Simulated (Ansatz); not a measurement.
FeO in Ansatz: the effect of starting spin order

FeO:

```
Fe O
1.0
     1.51768    0.87623    2.51579
    -1.51768    0.87623    2.51579
     0.00000   -1.75247    2.51579
Fe O
1 1
Direct
  0.00000 0.00000 0.00000
  0.50000 0.50000 0.50000
```

Alike in all runs:

```yaml
Program: Ansatz 0.2.0
Task: single point
Functional: PBE
Potentials_or_basis: Ansatz PAW
Cutoff: "420 eV (not typed: the program's choice for these potentials)"
k_mesh: 11 × 11 × 11
Occupations: fermi-dirac, width 0.05 eV
```

Question: One run gave: energy over the lowest run 720.3 meV/atom; final net moment 0.00 μB; final largest site moment 0.00 μB. Which starting spin order did it use?
A. fm
B. ferromagnetic start, larger moments
C. spin off
D. random

Answer: C.

| starting spin order | spin | starting moments | energy over the lowest run (meV/atom) | final net moment (μB) | final largest site moment (μB) |
| --- | --- | --- | --- | --- | --- |
| spin off | no spin polarisation | - | 720.3 | 0.00 | 0.00 |
| fm | collinear spin, ferromagnetic start | [3.0, 0.0] μB | 0.0 | 4.00 | 3.45 |
| random | collinear spin, random start | [-2.68, 0.0] μB | 0.0 | -4.00 | 3.45 |
| ferromagnetic start, larger moments | collinear spin, ferromagnetic start | [4.5, 0.0] μB | 0.0 | 4.00 | 3.45 |

Caveats: a cell with one magnetic atom can't hold antiferromagnetic order, which such compounds often take (some runs).
